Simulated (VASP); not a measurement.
GaN:

```
Ga N
1.0
     3.21154    0.00000    0.00000
    -1.60577    2.78127    0.00000
     0.00000    0.00000   10.35684
Ga N
4 4
Direct
  0.00000 0.00000 0.78587
  0.66667 0.33333 0.03735
  0.33333 0.66667 0.53735
  0.00000 0.00000 0.28587
  0.00000 0.00000 0.09304
  0.66667 0.33333 0.34375
  0.00000 0.00000 0.59304
  0.33333 0.66667 0.84374
```

The cell is a database's computed one.

```yaml
Program: VASP 6.6.1
Task: single point
Functional: PBE
Potentials_or_basis: VASP PAW PBE potentials, release 64 (Ga_d, N)
Cutoff: 520 eV
k_mesh: 10 × 10 × 3
Occupations: fermi-dirac, width 0.05 eV
Spin: no spin polarisation
```

On this cell: pressure -0.1 GPa; largest force 0.332 eV/Å; band gap on the k mesh 0.82 eV, direct.

The same run follows on a disturbed copy (atoms moved at random, drawn with an rms of 0.05 Å):

```xyz
8
Lattice="3.2115 0.0000 0.0000 -1.6058 2.7813 0.0000 0.0000 0.0000 10.3568" Properties=species:S:1:pos:R:3 pbc="T T T"
Ga   -0.0065   -0.0413    8.1187
Ga    1.6272    0.9575    0.3689
Ga   -0.0074    1.8765    5.5421
Ga   -0.0248    0.0262    2.9979
N    -0.0015    0.0265    0.9756
N     1.5940    0.9132    3.5584
N    -0.0055    0.0054    6.1549
N    -0.0768    1.8824    8.7512
```

**Question.** What changes?

**Answer.** The energy moves by +12.0 meV/atom; pressure -0.2 GPa; largest force 1.326 eV/Å; band gap on the k mesh 0.80 eV, direct.

Forces on the atoms (eV/Å):
```
Ga  -0.952  0.853  0.352
Ga  -0.141 -0.064  0.067
Ga   0.017 -0.146  0.143
Ga   0.225 -0.465 -0.823
N    0.222  0.010 -0.102
N   -0.191  0.436  0.738
N   -0.078  0.170 -0.676
N    0.897 -0.794  0.300
```

Stress tensor (GPa, compression positive):
```
-0.80 -2.20  1.88
-2.20 -4.42  0.16
 1.88  0.16  4.72
```

